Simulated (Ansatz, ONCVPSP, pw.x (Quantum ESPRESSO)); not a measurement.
# In: does the ONCV potential hold in the solid?

```json
{"Element": "In", "Generator": "ONCVPSP 4.0.1.1 (patched build)", "Type": "optimised norm-conserving Vanderbilt (ONCV)", "Functional": "PBE", "Relativity": "scalar-relativistic", "Frozen core": "[Kr] 4d10", "Valence charge": "3", "Reference configuration": "5s2 5p1", "Partial waves": "5s: rc 2.20 bohr, ncon 5, nbas 8, qcut 2.7 1/bohr, 3 projectors, debl 2.9 Ha; 5p: rc 2.40 bohr, ncon 5, nbas 9, qcut 3.3 1/bohr, 2 projectors, debl 3.2 Ha", "Local potential": "polynomial inside 1.45 bohr (lpopt 5, dvloc0 2 Ha)", "Core correction": "polynomial model core, fcfact 0.2"}
```

Atomic tests: cutoffs needed: 11 Ha and 26 Ha (the cutoffs (Ha) at which the residual kinetic energy of the hardest occupied pseudo-wave falls to 1 and 0.1 mHa per electron) The cutoffs count occupied waves only; projector 3 of the s channel, the hardest unoccupied one, needs 57 Ha at the loose tolerance.; ghost test: no bound ghost flagged; GHOST(+) flagged for p at 107.5 eV, s at 143.4 eV; largest excitation error: -184 meV (all-electron minus pseudo) for 5s1 5p0, out of 4 test configurations.

Crystal test: diamond In in pw.x 7.5, no spin, 8³ k-points, Fermi–Dirac smearing 0.01 Ry, cutoffs 60/240 Ry. The reference is all-electron LAPW (Ansatz 0.2.0) with the same functional, mesh and smearing; V0 and B0 come from Birch–Murnaghan fits to the pressures at five volumes. Errors are pseudo minus all-electron; Δ is the rms difference of the E(V) curves that follow from these fits, minima aligned, over ±6 % about the mean V0. Mesh and smearing are coarse, so the numbers serve the comparison and aren't converged zero-temperature values; the lattice is a test structure that the element need not adopt.

| V (Å³/atom) | P all-electron (GPa) | P pseudo (GPa) |
| --- | --- | --- |
| 36.331 | 1.25 | -7.54 |
| 37.287 | 0.56 | -7.57 |
| 38.243 | -0.01 | -7.57 |
| 39.199 | -0.49 | -7.54 |
| 40.155 | -0.87 | -7.49 |

All-electron: a0 = 6.737 Å (V0 = 38.22 Å³/atom), B0 = 20.8 GPa.

Pseudopotential: mean pressure error (GPa): -7.63. The pressure does not cross zero within the volumes sampled, so no fit is given. This is a poor potential for the solid. The pseudo pressure rises with volume over part of the range, a mechanical instability.

At the middle volume, how do free energy and pressure move when the wave cutoff is lowered (ecutrho kept at four times it)?

```json
{"cutoff (Ry)": "27", "shift of F (meV/atom)": "+26.7", "shift of P (GPa)": "-0.09"}
{"cutoff (Ry)": "36", "shift of F (meV/atom)": "+19.9", "shift of P (GPa)": "-0.05"}
{"cutoff (Ry)": "48", "shift of F (meV/atom)": "+6.6", "shift of P (GPa)": "-0.09"}
```

The run at the middle volume (29 k-points, 7 iterations) took about 42 s on one core of a shared host (Neoverse-N1, 64 threads, 124 GiB, load 59).
